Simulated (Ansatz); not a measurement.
**A convergence test on SiC (Moissanite): k mesh of the density**

Aim: see how gap, energy and time of SiC (Moissanite) follow the k mesh of the density.

Program: Ansatz 0.2.0. Level of theory: DFT, PBE, plane waves, PAW. Results are calculated unless marked as measured.

### Step 1. The starting structure

Symmetry: P6_3mc, No. 186, hexagonal system. The conventional cell has a = 3.081 Å, b = 3.081 Å, c = 15.125 Å, α = 90.00°, β = 90.00°, γ = 120.00°. Nearest to Si lie 4 C at 1.88 to 1.90 Å. Nearest to Si lie 4 C at 1.89 Å. Si has 4 C at 1.89 Å nearest. Nearest to C lie 4 Si at 1.88 to 1.89 Å. Nearest to C lie 4 Si at 1.89 Å. Nearest to C lie 4 Si at 1.89 to 1.90 Å. Farther neighbours are not listed.

The cell and positions come from the Crystallography Open Database and are kept as given unless a step says otherwise. The default PAW set here is soft_2. Its files were made with PBE.

### Step 2. k mesh of the density: 3×3×1

input.yaml reads:

```yaml
crystal:
  lattice:
    - [3.081, 0.0, 0.0]
    - [-1.5405, 2.6682242691, 0.0]
    - [0.0, 0.0, 15.1248]
  atoms:
    - { symbol: Si, position: [0.0, 0.0, 0.0] }
    - { symbol: Si, position: [0.0, 0.0, 0.5] }
    - { symbol: Si, position: [0.3333333333, 0.6666666667, 0.1664] }
    - { symbol: Si, position: [0.6666666667, 0.3333333333, 0.6664] }
    - { symbol: Si, position: [0.6666666667, 0.3333333333, 0.3329] }
    - { symbol: Si, position: [0.3333333333, 0.6666666667, 0.8329] }
    - { symbol: C, position: [0.3333333333, 0.6666666667, 0.0412] }
    - { symbol: C, position: [0.6666666667, 0.3333333333, 0.5412] }
    - { symbol: C, position: [0.6666666667, 0.3333333333, 0.208] }
    - { symbol: C, position: [0.3333333333, 0.6666666667, 0.708] }
    - { symbol: C, position: [0.0, 0.0, 0.3746] }
    - { symbol: C, position: [0.0, 0.0, 0.8746] }
kpoints:
  mp_grid: { grid: [3, 3, 1] }
  band_path:
    path:
      - [0.0, 0.0, 0.0]
      - [0.5, 0.0, 0.0]
      - [0.33333333, 0.33333333, 0.0]
      - [0.0, 0.0, 0.5]
      - [0.5, 0.0, 0.5]
      - [0.33333333, 0.33333333, 0.5]
      - [0.5, 0.0, 0.2]
    npoints: 1
hamiltonian:
  xc: pbe
scf:
  occupations: { method: fixed }
  n_extra_bands: 8
output:
  eigenvalues: true
```

Launch:

```console
> ansatz run input.yaml --threads 3 --pin off --max-ram 92160MiB --backend cuda --events-out ev --progress --plain --runs-dir out --devices 1 --max-vram 13GiB
```

Numbers of over 12 decimals in the logs are rounded to 6 here.

Output:

```text
scf.n_extra_bands = 8 over 24 filled bands (N_el = 48.0): the run solves 32 bands
GPUs: using 1 of 1 available (devices: 1).
Engine: ansatz 0.2.0, x86_64-unknown-linux-gnu
Pseudopotentials: kind: paw
Pseudopotential: Si, paw, valence charge 4, recommended cutoff 420 eV (normal), Si.paw.azcp
Pseudopotential: C, paw, valence charge 4, recommended cutoff 420 eV (normal), C.paw.azcp
Functional definition: PBE
  parameter kappa = 0.804
  parameter beta = 0.066725
  exchange = pbe_x(kappa = kappa, mu = beta*pi^2/3)
  correlation = pbe_c(beta = beta)
device memory: the entry about to start is reckoned to put 2.9 GiB on a device that reports 29.7 GiB free (of which the cap on the GPU budget leaves the run 13.0 GiB)
GPU FFT provider: cuFFT
GPU libraries: cuBLAS 13.8.2, cuFFT 12.4.0, cuSOLVER 12.3.4
Crystal: 12 atoms, lattice volume = 124.338 Å³
Basis set: ecut = 420 eV, 2415 PW (Γ)
Bands: 32, of which v1, the nominal top of the filled ones, is band 24 counted from 1 (23 counted from 0)
Symmetry: 12 space group operations
Space group: P63mc (ITA 186), of the structure as read, at distance tolerance 5.0e-5 Å
k-points: 3 of 9
Non-local potential: Si, projectors of the file, l = 0: 2, l = 1: 2, l = 2: 2
Non-local potential: C, projectors of the file, l = 0: 2, l = 1: 2, l = 2: 1
PAW form: soft (Blöchl's): semilocal exchange-correlation on the pseudo side does not see the compensation charge
PAW one-centre angular grid: Si, 110 points (default); XC on 64 Gauss nodes
PAW one-centre angular grid: C, 110 points (default); XC on 64 Gauss nodes
Initial density: superposition of atomic densities (neutral atoms: chi_scale 0, normalization atom), corrected by the library's trained network
Initial wavefunctions: pseudopotential atomic-orbital guess
GPU buffer pool allocated for 62208 grid points (all kernels)
GPU transforms: local potential and band sums: pruned to the plane-wave sphere, on 24×24×108
Functional: x = pbe(κ = 0.804, μ = 0.219515), c = pbe(β = 0.066725)
SCF iter   1: F=—  HF=-5321.395601 eV  |F-HF|=—  |Δ(HF+E_count)|=         —  Δρ=5.76e-3  dr2=3.29e-2  ethr=1.77e-3  ⟨swp⟩=5.0  Hψ=408  notcnv=0  defer=18
preconditioner: auto → none  [insulator: Δε(μ)=2.783 eV  Ē_g=10.791 eV  n_scr=10 (ndim 8)  ℏωp=23.1 eV  f_vac=0.000  ε∞_Penn≈5.6]
SCF iter   2: F=—  HF=-5321.389109 eV  |F-HF|=—  |Δ(HF+E_count)|=   6.49e-3  Δρ=2.44e-3  dr2=3.86e-3  ethr=6.85e-5  ⟨swp⟩=2.3  Hψ=186  notcnv=0  defer=18
SCF iter   3: F=—  HF=-5321.389028 eV  |F-HF|=—  |Δ(HF+E_count)|=   8.09e-5  Δρ=1.06e-3  dr2=9.41e-4  ethr=8.05e-6  ⟨swp⟩=2.7  Hψ=154  notcnv=0  defer=18
SCF iter   4: F=—  HF=-5321.389289 eV  |F-HF|=—  |Δ(HF+E_count)|=   2.61e-4  Δρ=4.55e-4  dr2=1.17e-3  ethr=1.96e-6  ⟨swp⟩=2.7  Hψ=150  notcnv=0  defer=18
SCF iter   5: F=—  HF=-5321.388990 eV  |F-HF|=—  |Δ(HF+E_count)|=   2.99e-4  Δρ=6.88e-5  dr2=4.08e-6  ethr=1.96e-6  ⟨swp⟩=2.0  Hψ=132  notcnv=0  defer=18
SCF iter   6: F=—  HF=-5321.389112 eV  |F-HF|=—  |Δ(HF+E_count)|=   1.21e-4  Δρ=1.55e-5  dr2=4.45e-7  ethr=8.50e-9  ⟨swp⟩=2.0  Hψ=156  notcnv=0  defer=12
SCF iter   7: F=—  HF=-5321.389112 eV  |F-HF|=—  |Δ(HF+E_count)|=   6.61e-8  Δρ=7.94e-6  dr2=2.25e-7  ethr=2.08e-10  ⟨swp⟩=13.0  Hψ=424  notcnv=0
SCF iter   8: F=-5321.389112 eV  HF=-5321.389112 eV  |F-HF|=5.02e-9  |Δ(HF+E_count)|=   3.03e-8  Δρ=3.11e-6  dr2=5.15e-9  ethr=2.08e-10  ⟨swp⟩=1.0  Hψ=236  notcnv=0
SCF 1 converged in 8 iterations: F = -5321.389112 eV  dr2 = 5.15e-9
[...]
device memory: the entry about to start is reckoned to put 1.9 GiB on a device that reports 28.8 GiB free (of which the cap on the GPU budget leaves the run 13.0 GiB)
NSCF: frozen V_eff on 7 k-points
SCF converged after 8 iterations
Free energy (F): -5321.389112 eV
Harris-Foulkes:  -5321.389112 eV  (|F-HF|=5.02e-9)
Internal energy: -5321.389112 eV  (E = F + TS)
E sigma→0 (E₀):  -5321.389112 eV
Fermi energy:    9.600697 eV
--- Per-component energies (eV) ---
  E_band       = 175.978461
  E_kinetic    = 819.869269
  E_local      = -633.954162  (includes V_loc(G=0)·N_el)
  E_nonlocal   = 309.420424
  E_hartree    = 196.521720
  E_xc         = -632.984051
  E_vxc        = -656.240701  (∫ρ·V_xc dr)
  E_paw        = -3673.245496  (= ΣΔE_a)
  E_vpaw       = -56.159700  (= ΣTr[D̂ρ^β])
  E_aug_tail   = 0.000070  (compensation charges beyond the density's cutoff)
  E_ewald      = -1707.016885
  E_smearing   = -0.000000  (= −TS)
  E_closure    = 0.000000  (closes the sum)
  Σ components = -5321.389112   (vs F -5321.389112, Δ=0.00e0)
--- Band table (eV) ---
  k-point 0: bands = [... 20 lower, 9.3114, 9.5657, 9.6007, 9.6007, 14.7113, 14.8799, 15.2870, 15.7945, ... 4 higher]
  k-point 1: bands = [... 20 lower, 8.0601, 8.1441, 8.5123, 8.7648, 12.3423, 12.4312, 13.2805, 13.8644, ... 4 higher]
  k-point 2: bands = [... 20 lower, 6.4350, 7.3768, 7.5060, 7.5060, 13.0248, 13.0248, 13.2779, 14.5924, ... 4 higher]
```

Elapsed: 6.1 s, on 1 × NVIDIA H100 80GB HBM3 (shared by 6 runs) with 3 threads of AMD EPYC 7R13 (Zen 3), shared host; peak memory 0.9 GiB.

This step gave:

```yaml
gap: 1.945 eV
valence_top_at: Γ
conduction_bottom_at: k = (0.500, 0.000, 0.200)
least_direct_gap: 3.067 eV
```

The gap is indirect, with the least direct gap 1.12 eV higher.

### Step 3. k mesh of the density: 6×6×2

input.yaml, as its differences from that of step 2:

```diff
@@ -19,3 +19,3 @@
 kpoints:
-  mp_grid: { grid: [3, 3, 1] }
+  mp_grid: { grid: [6, 6, 2] }
   band_path:
```

Output:

```text
[...]
GPUs: using 1 of 1 available (devices: 1).
[...]
GPU FFT provider: cuFFT
GPU libraries: cuBLAS 13.8.2, cuFFT 12.4.0, cuSOLVER 12.3.4
Crystal: 12 atoms, lattice volume = 124.338 Å³
Basis set: ecut = 420 eV, 2415 PW (Γ)
Bands: 32, of which v1, the nominal top of the filled ones, is band 24 counted from 1 (23 counted from 0)
[... 1 set-up line as in the run before ...]
[...]
k-points: 14 of 72
[...]
--- Band table (eV; the first three rows and the last of 14) ---
  k-point 0: bands = [... 20 lower, 9.2257, 9.4776, 9.5128, 9.5128, 14.6746, 14.8456, 15.2466, 15.7559, ... 4 higher]
  k-point 1: bands = [... 20 lower, 9.4181, 9.4181, 9.4181, 9.4181, 14.7415, 14.7415, 15.4797, 15.4797, ... 4 higher]
  k-point 2: bands = [... 20 lower, 8.7241, 8.8116, 9.1741, 9.2745, 14.2293, 14.6075, 14.7041, 15.3849, ... 4 higher]
  k-point 13: bands = [... 20 lower, 6.8883, 6.8883, 7.2515, 7.2515, 13.1856, 13.1856, 13.8244, 13.8244, ... 4 higher]
[key lines of the parts left out:]
SCF converged after 7 iterations
Free energy (F): -5322.920997 eV
Fermi energy:    9.512820 eV
```

Elapsed: 10 s, on 1 × NVIDIA H100 80GB HBM3 (shared by 6 runs) with 3 threads; peak memory 0.9 GiB; 7 s of CPU time.

This step gave:

```
gap                  : 2.008 eV
valence top at       : Γ
conduction bottom at : k = (0.500, 0.000, 0.200)
least direct gap     : 3.118 eV
```

The gap is 2.008 eV, +0.064 eV from the run before at this level.

### Step 4. k mesh of the density: 12×12×2 (the default)

input.yaml, the sections that differ from step 3:

```yaml
kpoints:
  mp_grid: { grid: [12, 12, 2] }
  band_path:
    path:
      - [[0.0, 0.0, 0.0], [0.5, 0.0, 0.0], [0.33333333, 0.33333333, 0.0], [0.0, 0.0, 0.0], [0.0, 0.0, 0.5], [0.5, 0.0, 0.5], [0.33333333, 0.33333333, 0.5], [0.0, 0.0, 0.5]]
      - [[0.5, 0.0, 0.5], [0.5, 0.0, 0.0]]
      - [[0.33333333, 0.33333333, 0.5], [0.33333333, 0.33333333, 0.0]]
    npoints: 10
scf:
  occupations: { method: fermi_dirac, width: 0.02 }
  n_extra_bands: 8
output:
  eigenvalues: true
  write_density: true
  write_potential: true
  elf: true
  volumetric_format: npy
# crystal, hamiltonian: as in step 3
```

Output:

```text
[...]
GPUs: using 1 of 1 available (devices: 1).
[...]
GPU FFT provider: cuFFT
GPU libraries: cuBLAS 13.8.2, cuFFT 12.4.0, cuSOLVER 12.3.4
Crystal: 12 atoms, lattice volume = 124.338 Å³
Basis set: ecut = 420 eV, 2415 PW (Γ)
Bands: 32, of which v1, the nominal top of the filled ones, is band 24 counted from 1 (23 counted from 0)
[... 1 set-up line as in the run before ...]
[...]
k-points: 38 of 288
[...]
--- Band table (eV; the first three rows and the last of 38) ---
  k-point 0: bands = [... 20 lower, 9.2219, 9.4738, 9.5089, 9.5089, 14.6730, 14.8441, 15.2447, 15.7540, ... 4 higher]
  k-point 1: bands = [... 20 lower, 9.4142, 9.4142, 9.4142, 9.4142, 14.7400, 14.7400, 15.4779, 15.4779, ... 4 higher]
  k-point 2: bands = [... 20 lower, 9.0633, 9.1134, 9.3967, 9.4601, 14.9797, 15.1747, 15.4120, 15.8754, ... 4 higher]
  k-point 37: bands = [... 20 lower, 6.8856, 6.8856, 7.2487, 7.2487, 13.1844, 13.1844, 13.8231, 13.8231, ... 4 higher]
[key lines of the parts left out:]
SCF converged after 6 iterations
Free energy (F): -5322.953267 eV
Fermi energy:    10.514015 eV
```

Run time: 11 s. Hardware: 1 × NVIDIA H100 80GB HBM3 (shared by 6 runs) with 3 threads; peak memory 0.95 GiB.

Numbers from this step:

| Item | Value |
| --- | --- |
| gap | 2.011 eV |
| valence top at | Γ |
| conduction bottom at | k = (0.500, 0.000, 0.200) |
| least direct gap | 3.120 eV |

The gap is 2.011 eV, +0.003 eV from the run before at this level.

### Step 5. The series

Differences are against the last row; a negative gap means that bands overlap, and a run with a band path holds that path's time. Times are wall times on 1 × NVIDIA H100 80GB HBM3 (shared by 6 runs) with 3 threads of AMD EPYC 7R13 (Zen 3), shared host, good to a factor of about two.

```csv
k mesh of the density,gap (eV),direct gap (eV),gap error (eV),energy error (meV/atom),irreducible k,time
3×3×1,1.945,3.067,−0.067,+130.3,3,6.1 s
6×6×2,2.008,3.118,−0.003,+2.7,14,10 s
12×12×2,2.011,3.120,+0.000,+0.0,38,11 s
```

### Step 6. Summary of results

| Property | Result |
| --- | --- |
| 3×3×1 | 1.945 eV |
| 6×6×2 | 2.008 eV |
| 12×12×2 | 2.011 eV |

**Reading.** The gap holds to 0.02 eV from 6×6×2 on. At 3×3×1 the gap is off by −0.067 eV and the energy by +130 meV/atom. The gap is read over the mesh and added points near the edges, so meshes differ mainly through the density and, for a hybrid, the exchange operator.

[Paths, hosts, dates, memory and timing lines, banners, echoed tables and standing remarks are left out of the program output.]

[Logs are printed without paths, hosts, clocks, repeated set-up lines and the standing remarks that a program may print on its own settings, such as how far it seeks lower states.]

[Runs of the session that timed out or met a known fault of the program may be left out.]

[Cells called generated may have been cut or substituted from an entry of the Crystallography Open Database or the Materials Project.]

[Hosts, paths, dates, database ids (printed as entryN), source tags and the programs' standing remarks are cut or masked in the printed files.]
